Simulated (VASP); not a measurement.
# NaF (Villiaumite) in VASP: notebook, part 2 of 2

VASP 6.6.1. The steps go on from the part before.

### Step 4. Single point, r2SCAN

INCAR

```
PREC     = Accurate       # precision mode
ENCUT    = 450            # plane-wave cutoff, eV
EDIFF    = 1E-6           # SCF threshold, eV
ISMEAR   = 0              # smearing method
SIGMA    = 0.05           # smearing width, eV
LREAL    = F              # projectors in reciprocal space
LASPH    = T              # aspherical terms in the spheres
NELM     = 100            # most SCF steps
ALGO     = Normal         # electronic algorithm
ISIF     = 2              # what is computed and relaxed
LWAVE    = F              # write WAVECAR
LCHARG   = F              # write CHGCAR
METAGGA  = R2SCAN         # meta-GGA
LMIXTAU  = T            
ADDGRID  = F
```

KPOINTS

```
Automatic mesh
0
Gamma
  2 2 2
```

POSCAR

```
NaF
1.0
    0.0000000000      2.3200000000      2.3200000000
    2.3200000000      0.0000000000      2.3200000000
    2.3200000000      2.3200000000      0.0000000000
Na F
1 1
Direct
    0.0258840000     -0.0367460000      0.0017760000
    0.4822430000      0.5377660000      0.4799550000
```

Potentials or basis: VASP PAW PBE potentials, release 64 (Na_pv, F).

The run is started by

```sh
$ cat potpaw_PBE.64/Na_pv/POTCAR potpaw_PBE.64/F/POTCAR > POTCAR
$ mpirun -np 1 vasp_std > vasp.out
```

OUTCAR:

```text
PREC = Accurate
   ENCUT = 450
   EDIFF = 1E-6
   ISMEAR = 0
   LREAL = F
   LASPH = T
   NELM = 100
   ISIF = 2
   METAGGA = R2SCAN

 Found      8 irreducible k-points:

 Following reciprocal coordinates:
            Coordinates               Weight
  0.000000  0.000000  0.000000      1.000000
  0.500000  0.000000  0.000000      1.000000
  0.000000  0.500000  0.000000      1.000000
  0.000000  0.000000  0.500000      1.000000
  0.500000  0.500000  0.500000      1.000000
  0.500000  0.500000  0.000000      1.000000
   k-points           NKPTS =      8   k-points in BZ     NKDIM =      8   number of bands    NBANDS=     11
   number of dos      NEDOS =    301   number of ions     NIONS =      2
   total plane-waves  NPLWV =  13824
   dimension x,y,z NGX =    24 NGY =   24 NGZ =   24
   dimension x,y,z NGXF=    48 NGYF=   48 NGZF=   48
   ions per type =               1   1
   NGX,Y,Z   is equivalent  to a cutoff of  12.16, 12.16, 12.16 a.u.
   NGXF,Y,Z  is equivalent  to a cutoff of  24.32, 24.32, 24.32 a.u.
 SYSTEM =  unknown system
   PREC   = accura    normal or accurate (medium, high low for compatibility)
   ISTART =      0    job   : 0-new  1-cont  2-samecut
   ICHARG =      2    charge: 1-file 2-atom 10-const
   ISPIN  =      1    spin polarized calculation?
   LNONCOLLINEAR =      F non collinear calculations
   LSORBIT =      F    spin-orbit coupling
   LASPH  =      T    aspherical Exc in radial PAW
   ENCUT  =  450.0 eV  33.07 Ry    5.75 a.u.   5.67  5.67  5.67*2*pi/ulx,y,z
   NELM   =    100;   NELMIN=  2; NELMDL= -5     # of ELM steps
   EDIFF  = 0.1E-05   stopping-criterion for ELM
   LREAL  =      F    real-space projection
   EDIFFG = 0.1E-04   stopping-criterion for IOM
   NSW    =      0    number of steps for IOM
   IBRION =     -1    ionic relax: 0-MD 1-quasi-New 2-CG
   NFREE  =      0    steps in history (QN), initial steepest desc. (CG)
   ISIF   =      2    stress and relaxation
   ISYM   =      2    0-nonsym 1-usesym 2-fastsym
   POTIM  = 0.5000    time-step for ionic-motion
   TEBEG  =    0.0;   TEEND  =   0.0 temperature during run
   PSTRESS=    0.0 pullay stress
   NELECT =      14.0000    total number of electrons
   NUPDOWN=      -1.0000    fix difference up-down
   EMIN   =  10.00;   EMAX   =-10.00  energy-range for DOS
   EFERMI =   0.00;   METHOD = LEGACY
   ISMEAR =     0;   SIGMA  =   0.05  broadening in eV -4-tet -1-fermi 0-gaus
[... 16 lines left out ...]
 Gauss-broadening in eV      SIGMA  =   0.05
  energy-cutoff  :      450.00
  volume of cell :       24.97
 maximum number of plane-waves:       544
 NGX is ok and might be reduce to    24

 number of electron      13.9999988 magnetization

 Free energy of the ion-electron system (eV)
  ---------------------------------------------------
  ext. energy  EPLUGINS =         0.00000000
  ---------------------------------------------------
  free energy    TOTEN  =       -12.43993130 eV

  energy without entropy =      -12.43993130  energy(sigma->0) =      -12.43993130

 E-fermi :  -2.3359     XC(G=0):  -9.7117

 val. band max:       -2.6238072295   @ k =   0.0000   0.0000   0.0000
 cond. band min:       4.4298739465   @ k =   0.0000   0.0000   0.0000
 fundamental gap:      7.0536811760
 Fermi energy:        -2.3358597532

 k-point     1 :       0.0000    0.0000    0.0000
  band No.  band energies     occupation
      1     -22.9525      2.00000
      2     -22.2552      2.00000
      3     -22.2542      2.00000
      4     -22.2063      2.00000
      5      -2.6390      2.00000
      6      -2.6354      2.00000
      7      -2.6238      2.00000
      8       4.4299      0.00000
      9      17.0565      0.00000
     10      17.1255      0.00000
     11      17.2488      0.00000
[... 57 lines left out ...]
 k-point     6 :       0.5000    0.5000    0.0000
  band No.  band energies     occupation
      1     -22.8236      2.00000
      2     -22.3752      2.00000
      3     -22.3041      2.00000
      4     -22.1542      2.00000
      5      -3.8876      2.00000
      6      -3.0349      2.00000
      7      -3.0283      2.00000
      8      11.2930      0.00000
      9      11.3113      0.00000
     10      11.9440      0.00000
     11      18.2802      0.00000

 [... further k-points ...]

------------------------ aborting loop because EDIFF is reached ----------------------------------------

  FORCE on cell =-STRESS in cart. coord.  units (eV):
  Direction    XX          YY          ZZ          XY          YZ          ZX
  --------------------------------------------------------------------------------------
  -------------------------------------------------------------------------------------
  Total       -0.2361771     -0.0640282     -0.4133890      0.0690472      0.0345340     -0.0343727
  in kB      -15.1514554     -4.1075974    -26.5201222      4.4295835      2.2154596     -2.2051069
  external PRESSURE =     -15.2597250 kB  Pullay stress =       0.0000000 kB

 VOLUME and BASIS-vectors are now :
 -----------------------------------------------------------------------------
  energy-cutoff  :      450.00
  volume of cell :       24.97
      direct lattice vectors                 reciprocal lattice vectors
     0.000000000  2.320000000  2.320000000    -0.215517241  0.215517241  0.215517241
     2.320000000  0.000000000  2.320000000     0.215517241 -0.215517241  0.215517241
     2.320000000  2.320000000  0.000000000     0.215517241  0.215517241 -0.215517241

 POSITION                                       TOTAL-FORCE (eV/Angst)
 -----------------------------------------------------------------------------------
      2.23887      0.06417      2.29480         0.267101     -0.371262      0.144827
      2.36111      2.23230      2.36642        -0.267101      0.371262     -0.144827
 -----------------------------------------------------------------------------------
    total drift:                               -0.016916     -0.006533     -0.001542

  FREE ENERGIE OF THE ION-ELECTRON SYSTEM (eV)
  ---------------------------------------------------
  free  energy   TOTEN  =       -12.4399313016 eV

  energy  without entropy=      -12.4399313016  energy(sigma->0) =      -12.43993130
```

stdout:

```text
POSCAR found type information on POSCAR NaF
 POSCAR found :  2 types and       2 ions
 scaLAPACK will be used
 -----------------------------------------------------------------------------
|                                                                             |
|                                                                             |
|     You enforced a specific xc type in the INCAR file but a different       |
|     I HOPE YOU KNOW WHAT YOU ARE DOING!                                     |
|                                                                             |
 -----------------------------------------------------------------------------

 LDA part: xc-table for (None), standard interpolation
 POSCAR, INCAR and KPOINTS ok, starting setup
 FFT: planning ... GRIDC
 FFT: planning ... GRID_SOFT
 FFT: planning ... GRID
 WAVECAR not read
 entering main loop
```

Run time: 12 s. Hardware: 1 thread of Intel Xeon Platinum 8488C (Sapphire Rapids), shared host; peak memory 0.13 GiB.

These settings aren't checked as converged: the numbers below hold their error.

What came out:

| Item | Value |
| --- | --- |
| Free energy | -12.4399 eV |
| Largest force | 0.480 eV/Å |
| Band gap on the k mesh | 7.05 eV, direct |

Caveat: the k mesh is coarse (spacing up to 1.17 Å⁻¹), so the values aren't converged; the cutoff is under 1.25 times the usual one of these potentials, so pressure, stress and relaxed cells hold a basis-set (Pulay) error; the PAW data sets were made with another functional, which shifts forces and pressure a little.

### Step 5. For comparison

An earlier run on the cell as given: functional PBEsol; potentials or basis VASP PAW PBE potentials, release 64 (Na_pv, F); cutoff 520 eV; k mesh 10 × 10 × 10; occupations fermi-dirac, width 0.05 eV; no spin polarisation.

- Pressure: -0.3 GPa
- Band gap on the k mesh: 6.14 eV, direct
